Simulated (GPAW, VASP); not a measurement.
This is a calculation of W (Tungsten) for GPAW 26.7.0 (ASE script). 

Contents of run.py:

```python
from ase.dft.bandgap import bandgap
from ase.io import read, write
from ase.units import GPa
from gpaw import GPAW, PW

atoms = read('POSCAR')

calc = GPAW(mode=PW(600),
            xc='PBE',
            kpts={'size': (12, 12, 12), 'gamma': True},
            occupations={'name': 'methfessel-paxton', 'order': 0, 'width': 0.011},
            nbands=16,
            convergence={'density': 1e-05, 'energy': 1e-05},
            maxiter=150,
            txt='gpaw.txt')
atoms.calc = calc
energy = atoms.get_potential_energy()
forces = atoms.get_forces()
stress = atoms.get_stress()
calc.write('gs.gpw')
write('result.traj', atoms)
print(f'Energy: {energy:.6f} eV')
print('Forces (eV/A):')
print(forces.round(4))
print('Stress (GPa):', (stress / GPa).round(3))
print('Fermi level:', round(calc.get_fermi_level(), 4), 'eV')
print(f'Gap: {bandgap(calc)[0]:.4f} eV, direct: {bandgap(calc, direct=True)[0]:.4f} eV')
```

File POSCAR:

```
W
1.0
   -1.5823450000      1.5823450000      1.5823450000
    1.5823450000     -1.5823450000      1.5823450000
    1.5823450000      1.5823450000     -1.5823450000
W
1
Direct
    0.0000000000      0.0000000000      0.0000000000
```

Potentials or basis: GPAW PAW data sets (gpaw-data 1.2.1), pw.

Run with:

```bash
$ OMP_NUM_THREADS=1 python run.py
```

Q: What does the same run look like in VASP 6.6.1? Potentials or basis there: PBE PAW files W_sv, 520 eV.

A: As run (cutoffs and basis follow the program's own potentials, and thresholds, step limits or extra output files can differ):

Contents of INCAR:

```
SYSTEM = W
ALGO     = Normal         ! electronic algorithm
EDIFF    = 1E-7           ! SCF threshold, eV
ENCUT    = 520            ! plane-wave cutoff, eV
GGA      = PE             ! functional
ISIF     = 2              ! what is computed and relaxed
ISMEAR   = 0              ! smearing method
LASPH    = .TRUE.         ! aspherical terms in the spheres
LCHARG   = .FALSE.        ! write CHGCAR
LREAL    = .FALSE.        ! projectors in reciprocal space
LWAVE    = .FALSE.        ! write WAVECAR
NELM     = 60             ! most SCF steps
PREC     = Accurate       ! precision mode
SIGMA    = 0.011          ! smearing width, eV
```

File KPOINTS:

```
k-points
0
G
  12 12 12
  0 0 0
```

Contents of POSCAR:

```
W
1.0
   -1.5823450000      1.5823450000      1.5823450000
    1.5823450000     -1.5823450000      1.5823450000
    1.5823450000      1.5823450000     -1.5823450000
W
1
Direct
    0.0000000000      0.0000000000      0.0000000000
```

Potentials or basis: VASP PAW PBE potentials, release 64 (W_sv).

The run is started by

```sh
$ cat potpaw_PBE.64/W_sv/POTCAR > POTCAR
$ mpirun -np 1 vasp_std > vasp.out
```

Both were run:

|  | GPAW | VASP |
| --- | --- | --- |
| Pressure | 5.9 GPa | 6.7 GPa |

Pressure is positive in compression.
